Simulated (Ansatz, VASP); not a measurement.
**Two plane-wave programs on AlN**

The input INCAR:

```
ALGO = Normal
EDIFF = 1E-6
ENCUT = 520
GGA = PS
ISIF = 2
ISMEAR = 0
LASPH = T
LCHARG = F
LREAL = F
LWAVE = F
NBANDS = 11
NELM = 60
PREC = Accurate
SIGMA = 0.05
```

Contents of KPOINTS:

```
k-points
0
Gamma
  10 10 10
```

The input POSCAR:

```
AlN
1.0
   -0.0556838736      2.0642605537      2.0642605537
    2.0642605537     -0.0556838736      2.0642605537
    2.0642605537      2.0642605537     -0.0556838736
Al N
1 1
Direct
    0.5000000000      0.5000000000      0.5000000000
    0.0000000000      0.0000000000      0.0000000000
```

Input for Ansatz:

```yaml
crystal:
  lattice:
    - [-0.0556838736, 2.0642605537, 2.0642605537]
    - [2.0642605537, -0.0556838736, 2.0642605537]
    - [2.0642605537, 2.0642605537, -0.0556838736]
  atoms:
    - { symbol: Al, position: [0.5, 0.5, 0.5] }
    - { symbol: "N", position: [0.0, 0.0, 0.0] }
basis:
  ecutwfc: 520.0
kpoints:
  mp_grid: { grid: [10, 10, 10] }
hamiltonian:
  xc: pbesol
  pseudopotentials: { kind: paw, azcp: { folder: soft_1 } }
scf:
  occupations: { method: gaussian, width: 0.05 }
output:
  forces: true
  stress: true
  eigenvalues: true
```

Alike in both runs: task single point; functional PBEsol; k mesh 10 × 10 × 10; occupations gaussian, width 0.05 eV; no spin polarisation.

```csv
,VASP,Ansatz
version,VASP 6.6.1,Ansatz 0.2.0
potentials or method,"VASP PAW PBE potentials, release 64 (Al, N)","scalar-relativistic, plane waves, PAW"
plane-wave cutoff (eV),520,520
valence electrons in the cell,8,8
```

VASP gave:

```
gap on the k mesh at the Fermi level (eV)       : 3.20
least direct gap on the mesh (eV)               : 3.89
pressure (GPa)                                  : -21.6
largest component of the traceless stress (GPa) : 6.92
```

Problem. Estimate Ansatz's values.

Solution. gap on the k mesh at the Fermi level (eV): 3.20; least direct gap on the mesh (eV): 3.87; pressure (GPa): -21.6; largest component of the traceless stress (GPa): 6.91.

Ansatz warned: «pseudo_functional_mismatch».

Caveats: so large a pressure means that the cell lies far from this level's equilibrium, or that cutoff or potentials fall short (VASP); the potentials were made for another functional, which shifts forces and pressure (VASP). A k mesh can miss the band edges.
